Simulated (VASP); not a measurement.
# BaTiO3 (P4mm) in VASP: notebook

One crystal, BaTiO3, is run at these levels: PBE+D4, PBE+rVV10, PBE+D3(BJ); tasks: relaxation of cell and atoms.

Everything below comes from runs of VASP 6.6.1. Logs are shortened: lines on timing, memory, paths and dates and some standing lists are left out, and cuts for length are marked.

**1. The crystal as given**

Symmetry: P4mm, No. 99, tetragonal system. The conventional cell has a = 4.000 Å, b = 4.000 Å, c = 4.018 Å, α = 90.00°, β = 90.00°, γ = 90.00°. Around Ba (site symmetry 4mm) lie 12 O at 2.79 to 2.88 Å. Ti (site symmetry 4mm) is surrounded by 6 O at 1.89 to 2.13 Å. Around O (site symmetry 2mm) lie 2 Ti at 2.00 Å. O (site symmetry 4mm) has 2 Ti at 1.89 to 2.13 Å as nearest neighbours.

**2. Relaxation of cell and atoms, PBE+D4**

Input file INCAR:

```
ALGO = Normal
EDIFF = 1E-7
EDIFFG = -0.01
ENCUT = 600
GGA = PE
IBRION = 2
ISIF = 3
ISMEAR = -1
IVDW = 13
LASPH = True
LCHARG = False
LREAL = False
LWAVE = False
NELM = 100
NSW = 40
PREC = Accurate
SIGMA = 0.05
```

Input file KPOINTS:

```
k-points
0
Gamma
  7 7 7
```

Input file POSCAR:

```
BaTiO3
1.0
    3.9998000000      0.0000000000      0.0000000000
    0.0000000000      3.9998000000      0.0000000000
    0.0000000000      0.0000000000      4.0180000000
Ba Ti O
1 1 3
Direct
    0.0000000000      0.0000000000      0.0000000000
    0.5000000000      0.5000000000      0.4900000000
    0.0000000000      0.5000000000      0.5170000000
    0.5000000000      0.0000000000      0.5170000000
    0.5000000000      0.5000000000      0.0190000000
```

Potentials or basis: VASP PAW PBE potentials, release 64 (Ba_sv, Ti_sv, O).

Launch:

```sh
$ cat potpaw_PBE.64/Ba_sv/POTCAR potpaw_PBE.64/Ti_sv/POTCAR potpaw_PBE.64/O/POTCAR > POTCAR
$ mpirun -np 1 vasp_std > vasp.out
```

OUTCAR:

```text
EDIFF = 1E-7
   EDIFFG = -0.01
   ENCUT = 600
   GGA = PE
   IBRION = 2
   ISIF = 3
   ISMEAR = -1
   IVDW = 13
   LASPH = True
   LREAL = False
   NELM = 100
   NSW = 40
   PREC = Accurate

 ion  position               nearest neighbor table
   1  0.000  0.000  0.000-   3 2.79   4 2.79   3 2.79   4 2.79   5 2.83   5 2.83   5 2.83   5 2.83
                             4 2.88   3 2.88   4 2.88   3 2.88   2 3.45   2 3.45   2 3.45   2 3.45
   2  0.500  0.500  0.490-   5 1.89   4 2.00   3 2.00   4 2.00   3 2.00   5 2.13   1 3.45   1 3.45
                             1 3.45   1 3.45   1 3.49   1 3.49   1 3.49   1 3.49
   3  0.000  0.500  0.517-   2 2.00   2 2.00   1 2.79   1 2.79   1 2.88   1 2.88
   4  0.500  0.000  0.517-   2 2.00   2 2.00   1 2.79   1 2.79   1 2.88   1 2.88
   5  0.500  0.500  0.019-   2 1.89   2 2.13   1 2.83   1 2.83   1 2.83   1 2.83

  LATTYP: Found a simple tetragonal cell.
 ALAT       =     3.9998000000
 C/A-ratio  =     1.0045502275

  Lattice vectors:

 A1 = (   3.9998000000,   0.0000000000,   0.0000000000)
 A2 = (   0.0000000000,   3.9998000000,   0.0000000000)
 A3 = (   0.0000000000,   0.0000000000,   4.0180000000)

Analysis of symmetry for initial positions (statically):
=====================================================================
 Subroutine PRICEL returns:
 Original cell was already a primitive cell.

 Routine SETGRP: Setting up the symmetry group for a
 simple tetragonal supercell.

 Subroutine GETGRP returns: Found  8 space group operations
 (whereof  8 operations were pure point group operations)
 out of a pool of 16 trial point group operations.

The static configuration has the point symmetry C_4v.

Analysis of symmetry for dynamics (positions and initial velocities):
=====================================================================
 Subroutine PRICEL returns:
 Original cell was already a primitive cell.

 Routine SETGRP: Setting up the symmetry group for a
 simple tetragonal supercell.

 Subroutine GETGRP returns: Found  8 space group operations
 (whereof  8 operations were pure point group operations)
 out of a pool of 16 trial point group operations.

The dynamic configuration has the point symmetry C_4v.

 Subroutine INISYM returns: Found  8 space group operations
 (whereof  8 operations are pure point group operations),
 and found     1 'primitive' translations

----------------------------------------------------------------------------------------

                                     Primitive cell

  volume of cell :      64.2816

  direct lattice vectors                    reciprocal lattice vectors
     3.999800000  0.000000000  0.000000000     0.250012501  0.000000000  0.000000000
     0.000000000  3.999800000  0.000000000     0.000000000  0.250012501  0.000000000
     0.000000000  0.000000000  4.018000000     0.000000000  0.000000000  0.248880040

  length of vectors
     3.999800000  3.999800000  4.018000000     0.250012501  0.250012501  0.248880040

  position of ions in fractional coordinates (direct lattice)
     0.000000000  0.000000000  0.000000000
     0.500000000  0.500000000  0.490000000
     0.000000000  0.500000000  0.517000000
     0.500000000  0.000000000  0.517000000
     0.500000000  0.500000000  0.019000000

  ion indices of the primitive-cell ions
   primitive index   ion index
                 1           1
                 2           2
                 3           3
                 4           4
                 5           5

----------------------------------------------------------------------------------------

 KPOINTS: k-points

Automatic generation of k-mesh.
 Grid dimensions read from file:
 generate k-points for:    7    7    7

 Generating k-lattice:

  Cartesian coordinates                     Fractional coordinates (reciprocal lattice)
     0.035716072  0.000000000  0.000000000     0.142857143  0.000000000  0.000000000
     0.000000000  0.035716072  0.000000000     0.000000000  0.142857143  0.000000000
     0.000000000  0.000000000  0.035554291     0.000000000  0.000000000  0.142857143

  Length of vectors
     0.035716072  0.035716072  0.035554291

  Shift w.r.t. Gamma in fractional coordinates (k-lattice)
     0.000000000  0.000000000  0.000000000

 Subroutine IBZKPT returns following result:
 ===========================================

 Found     40 irreducible k-points:

 Following reciprocal coordinates:
            Coordinates               Weight
  0.000000  0.000000  0.000000      1.000000
  0.142857  0.000000  0.000000      4.000000
  0.285714  0.000000  0.000000      4.000000
  0.428571  0.000000  0.000000      4.000000
  0.142857  0.142857  0.000000      4.000000
  0.285714  0.142857  0.000000      8.000000
[... 16 lines left out ...]
  0.285714  0.000000  0.285714      8.000000
  0.428571  0.000000  0.285714      8.000000
 [... further k-points ...]
   k-points           NKPTS =     40   k-points in BZ     NKDIM =     40   number of bands    NBANDS=     24
   number of dos      NEDOS =    301   number of ions     NIONS =      5
   total plane-waves  NPLWV =  32768
   dimension x,y,z NGX =    32 NGY =   32 NGZ =   32
   dimension x,y,z NGXF=    64 NGYF=   64 NGZF=   64
   ions per type =               1   1   3
   NGX,Y,Z   is equivalent  to a cutoff of  13.30, 13.30, 13.24 a.u.
   NGXF,Y,Z  is equivalent  to a cutoff of  26.60, 26.60, 26.48 a.u.
 SYSTEM =  unknown system
   PREC   = accura    normal or accurate (medium, high low for compatibility)
   ISTART =      0    job   : 0-new  1-cont  2-samecut
   ICHARG =      2    charge: 1-file 2-atom 10-const
   ISPIN  =      1    spin polarized calculation?
   LNONCOLLINEAR =      F non collinear calculations
   LSORBIT =      F    spin-orbit coupling
   LASPH  =      T    aspherical Exc in radial PAW
   ENCUT  =  600.0 eV  44.10 Ry    6.64 a.u.   7.99  7.99  8.02*2*pi/ulx,y,z
   NELM   =    100;   NELMIN=  2; NELMDL= -5     # of ELM steps
   EDIFF  = 0.1E-06   stopping-criterion for ELM
   LREAL  =      F    real-space projection
   EDIFFG = -.1E-01   stopping-criterion for IOM
   NSW    =     40    number of steps for IOM
   IBRION =      2    ionic relax: 0-MD 1-quasi-New 2-CG
   NFREE  =      1    steps in history (QN), initial steepest desc. (CG)
   ISIF   =      3    stress and relaxation
   ISYM   =      2    0-nonsym 1-usesym 2-fastsym
   POTIM  = 0.5000    time-step for ionic-motion
   TEBEG  =    0.0;   TEEND  =   0.0 temperature during run
   PSTRESS=    0.0 pullay stress
   NELECT =      40.0000    total number of electrons
   NUPDOWN=      -1.0000    fix difference up-down
   EMIN   =  10.00;   EMAX   =-10.00  energy-range for DOS
   EFERMI =   0.00;   METHOD = LEGACY
   ISMEAR =    -1;   SIGMA  =   0.05  broadening in eV -4-tet -1-fermi 0-gaus
   EFERMI_NEDOS =   21; number of points for ismear=-14 and -15
   IALGO  =     38    algorithm
   IMIX   =      4    mixing-type and parameters
     AMIX     =   0.40;   BMIX     =  1.00
     AMIX_MAG =   1.60;   BMIX_MAG =  1.00
  volume/ion in A,a.u.               =      12.86        86.76
  Fermi-wavevector in a.u.,A,eV,Ry     =   1.397653  2.641181 26.578078  1.953434
  Thomas-Fermi vector in A             =   2.520888
   LORBIT       =      0    0 simple, 1 ext, 2 COOP (PROOUT), +10 PAW based schemes
   GGA     = PE    functional components
   LHFCALC =     F    Hartree Fock is set to
   AEXX    =    0.0000 exact exchange contribution
   IVDW    =    13    specifies the selected vdW correction
   LEPSILON=     F    determine dielectric tensor
   LRPA    =     F    only Hartree local field effects (RPA)
 conjugate gradient relaxation of ions
 non-spin polarized calculation
  energy-cutoff  :      600.00
  volume of cell :       64.28
 maximum number of plane-waves:      2174
 NGX is ok and might be reduce to    32
   NGX = 15   NGY = 15   NGZ = 17

--------------------------------------- Ionic step        1  -------------------------------------------

 number of electron      39.9999999 magnetization

 Free energy of the ion-electron system (eV)
  ---------------------------------------------------
  ext. energy  EPLUGINS =         0.00000000
  ---------------------------------------------------
  free energy    TOTEN  =       -39.98908990 eV

  energy without entropy =      -39.98908990  energy(sigma->0) =      -39.98908990

------------------------ aborting loop because EDIFF is reached ----------------------------------------

  DFT-D4 for vdW energy calculation

  Edisp (eV):   -1.07572

  FORCE on cell =-STRESS in cart. coord.  units (eV):
  Direction    XX          YY          ZZ          XY          YZ          ZX
  --------------------------------------------------------------------------------------
  -------------------------------------------------------------------------------------
  Total       0.33992     0.33992     0.71577     0.00000     0.00000     0.00000
  in kB       8.47224     8.47224    17.84019     0.00000     0.00000     0.00000
  external pressure =       11.59 kB  Pullay stress =        0.00 kB
[... 106 lines left out ...]
  FREE ENERGIE OF THE ION-ELECTRON SYSTEM (eV)
  ---------------------------------------------------
  free  energy   TOTEN  =       -41.0726408066 eV

  energy  without entropy=      -41.0726408057  energy(sigma->0) =      -41.07264081

[... ionic steps 4 to 11 ...]

--------------------------------------- Ionic step       12  -------------------------------------------

 number of electron      39.9999990 magnetization

------------------------ aborting loop because EDIFF is reached ----------------------------------------

  DFT-D4 for vdW energy calculation

  Edisp (eV):   -1.05433
[... 75 lines left out ...]
  energy  without entropy=      -41.0866552650  energy(sigma->0) =      -41.08665527

--------------------------------------- Ionic step       14  -------------------------------------------

 number of electron      39.9999989 magnetization

 Free energy of the ion-electron system (eV)
  ---------------------------------------------------
  ext. energy  EPLUGINS =         0.00000000
  ---------------------------------------------------
  free energy    TOTEN  =       -40.03241867 eV

  energy without entropy =      -40.03241867  energy(sigma->0) =      -40.03241867

 E-fermi :   4.7091     XC(G=0): -11.1120

 val. band max:        3.7017994946   @ k =   0.4286   0.4286   0.4286
 cond. band min:       5.5997253091   @ k =   0.0000   0.0000   0.0000
 fundamental gap:      1.8979258145
 Fermi energy:         4.7090557196

 k-point     1 :       0.0000    0.0000    0.0000
  band No.  band energies     occupation
      1     -52.8115      2.00000
      2     -29.1220      2.00000
      3     -29.0155      2.00000
      4     -29.0155      2.00000
      5     -21.2725      2.00000
      6     -13.1892      2.00000
[... 637 lines left out ...]
     23       7.3809      0.00000
     24       8.5320      0.00000

 [... further k-points ...]

------------------------ aborting loop because EDIFF is reached ----------------------------------------

  DFT-D4 for vdW energy calculation

  Edisp (eV):   -1.05446

  FORCE on cell =-STRESS in cart. coord.  units (eV):
  Direction    XX          YY          ZZ          XY          YZ          ZX
  --------------------------------------------------------------------------------------
  -------------------------------------------------------------------------------------
  Total       0.01409     0.01409    -0.00118     0.00000     0.00000     0.00000
  in kB       0.34357     0.34357    -0.02873     0.00000     0.00000     0.00000
  external pressure =        0.22 kB  Pullay stress =        0.00 kB
[... 20 lines left out ...]
  FREE ENERGIE OF THE ION-ELECTRON SYSTEM (eV)
  ---------------------------------------------------
  free  energy   TOTEN  =       -41.0868804483 eV

  energy  without entropy=      -41.0868804477  energy(sigma->0) =      -41.08688045

 reached required accuracy - stopping structural energy minimisation
```

It took 5.5 min on 1 thread of AMD EPYC 9R45 (Zen 5), shared host; peak memory 0.22 GiB.

What came out:

```yaml
Free_energy: -41.0869 eV
Relaxed_volume: 13.14 Å³/atom
Relaxed_cell: a = 3.984 Å, b = 3.984 Å, c = 4.140 Å, α = 90.00°, β = 90.00°, γ = 90.00°
Space_group_after_relaxing_to_0.05_Å: P4mm (No. 99)
Energy_gained_by_relaxing: 4.4 meV/atom
Ionic_steps: 14
Pressure_after_relaxing: 0.0 GPa
Largest_force_after_relaxing: 0.010 eV/Å
Band_gap_on_the_k_mesh: 1.90 eV, indirect (least direct gap 2.30 eV)
Dispersion_energy_per_atom: -0.211 eV
```

Forces on the atoms (eV/Å):
```
Ba   0.000  0.000  0.003
Ti   0.000  0.000 -0.006
O    0.000  0.000 -0.003
O    0.000  0.000 -0.003
O    0.000  0.000  0.010
```

Step by step:
```csv
step,energy change (eV),largest force (eV/Å),pressure (GPa),volume (Å³)
1,0.0000,0.2967,1.16,64.28
2,-0.0077,0.2427,-0.75,65.15
3,-0.0078,0.2351,-1.04,65.29
4,-0.0137,0.1422,-0.33,65.21
5,-0.0148,0.1062,0.19,65.16
6,-0.0175,0.0901,0.21,65.24
7,-0.0196,0.1056,0.27,65.36
8,-0.0179,0.1640,0.50,65.59
9,-0.0199,0.1213,0.32,65.43
10,-0.0211,0.0899,-0.33,65.77
11,-0.0211,0.0849,-0.43,65.83
12,-0.0218,0.0731,0.06,65.71
13,-0.0218,0.0683,0.04,65.72
14,-0.0221,0.0097,0.02,65.70
```

Final structure:
```
CELL_PARAMETERS angstrom
3.98366 0.00000 0.00000
0.00000 3.98366 0.00000
0.00000 0.00000 4.14024
ATOMIC_POSITIONS crystal
Ba 0.00000 0.00000 0.99455
Ti 0.50000 0.50000 0.47664
O 0.00000 0.50000 0.51839
O 0.50000 0.00000 0.51839
O 0.50000 0.50000 0.03504
```

Caveat: spin-orbit coupling is left out, which moves the levels of the heavy elements; an odd mesh through Γ misses points on the zone boundary, where band edges often lie. A hybrid or GW would open this gap; PBE tends to underestimate it.

**3. Relaxation of cell and atoms, PBE+rVV10**

Input file INCAR:

```
  PREC = Accurate
  ENCUT = 600
  EDIFF = 1E-6
  ISMEAR = -1
  SIGMA = 0.05
  LREAL = F
  LASPH = T
  NELM = 100
  ALGO = Normal
  ISIF = 3
  LWAVE = F
  LCHARG = F
  GGA = PE
  LUSE_VDW = T
  IVDW_NL = 2
  BPARAM = 10.0
  CPARAM = 0.0093
  IBRION = 2
  NSW = 40
  EDIFFG = -0.005
```

Input file KPOINTS:

```
regular mesh
0
Gamma
  7 7 7
```

POSCAR is that of step 2.

Potentials or basis: VASP PAW PBE potentials, release 64 (Ba_sv, Ti_sv, O).

Launch:

```sh
$ cat potpaw_PBE.64/Ba_sv/POTCAR potpaw_PBE.64/Ti_sv/POTCAR potpaw_PBE.64/O/POTCAR > POTCAR
$ mpirun -np 1 vasp_std > vasp.out
```

Run time: 12 min. Hardware: 1 thread of AMD EPYC 9R45 (Zen 5), shared host; peak memory 0.34 GiB.

The run converged. Its results:

```yaml
Free_energy: -38.8478 eV
Relaxed_volume: 13.21 Å³/atom
Relaxed_cell: a = 3.994 Å, b = 3.994 Å, c = 4.142 Å, α = 90.00°, β = 90.00°, γ = 90.00°
Space_group_after_relaxing_to_0.05_Å: P4mm (No. 99)
Energy_gained_by_relaxing: 5.0 meV/atom
Ionic_steps: 21
Pressure_after_relaxing: 0.0 GPa
Band_gap_on_the_k_mesh: 1.87 eV, indirect (least direct gap 2.27 eV)
```

Forces in eV/Å, atoms in the order of the input:
```
Ba   0.000  0.000 -0.002
Ti   0.000  0.000 -0.003
O    0.000  0.000  0.003
O    0.000  0.000  0.003
O    0.000  0.000  0.000
```

The path:
| step | energy change (eV) | largest force (eV/Å) | pressure (GPa) | volume (Å³) |
| --- | --- | --- | --- | --- |
| 1 | 0.0000 | 0.2487 | 2.29 | 64.28 |
| 2 | -0.0076 | 0.3012 | -1.86 | 66.01 |
| 3 | -0.0100 | 0.2799 | -0.54 | 65.43 |
| 4 | -0.0159 | 0.1531 | -0.20 | 65.46 |
| 5 | -0.0183 | 0.1071 | 0.33 | 65.51 |
| 6 | -0.0215 | 0.1043 | -0.03 | 65.84 |
| 7 | -0.0221 | 0.1208 | -0.22 | 66.04 |
| 8 | -0.0240 | 0.0855 | 0.21 | 65.86 |
| 9 | -0.0242 | 0.0672 | 0.43 | 65.77 |
| 10 | -0.0245 | 0.1035 | -0.44 | 66.15 |
| 11 | -0.0248 | 0.0689 | -0.10 | 66.00 |
| 12 | -0.0250 | 0.0251 | 0.03 | 66.00 |
| 13 | -0.0250 | 0.0183 | 0.01 | 66.00 |
| 14 | -0.0250 | 0.0103 | 0.02 | 66.01 |
| 15 | -0.0250 | 0.0170 | 0.00 | 66.02 |
| 16 | -0.0251 | 0.0109 | 0.04 | 66.02 |
| 17 | -0.0251 | 0.0076 | 0.08 | 66.02 |
| 18 | -0.0251 | 0.0035 | 0.05 | 66.05 |
| 19 | -0.0250 | 0.0100 | -0.11 | 66.14 |
| 20 | -0.0251 | 0.0035 | -0.05 | 66.09 |
| 21 | -0.0251 | 0.0029 | -0.02 | 66.07 |

Final structure:
```
CELL_PARAMETERS angstrom
3.99411 0.00000 0.00000
0.00000 3.99411 0.00000
0.00000 0.00000 4.14173
ATOMIC_POSITIONS crystal
Ba 0.00000 0.00000 0.99575
Ti 0.50000 0.50000 0.47722
O 0.00000 0.50000 0.51783
O 0.50000 0.00000 0.51783
O 0.50000 0.50000 0.03436
```

Levels at points of the mesh, in eV from the valence-band top:
| k point | band 16 | band 17 | band 18 | band 19 | band 20 | band 21 | band 22 | band 23 | band 24 |
| --- | --- | --- | --- | --- | --- | --- | --- | --- | --- |
| (0.00, 0.00, 0.00) | -1.45 | -1.15 | -0.61 | -0.39 | -0.39 | 1.87 | 2.37 | 2.37 | 4.09 |

Caveat: spin-orbit coupling is left out, which moves the levels of the heavy elements; an odd mesh through Γ misses points on the zone boundary, where band edges often lie.

[end of part 1 of 2]
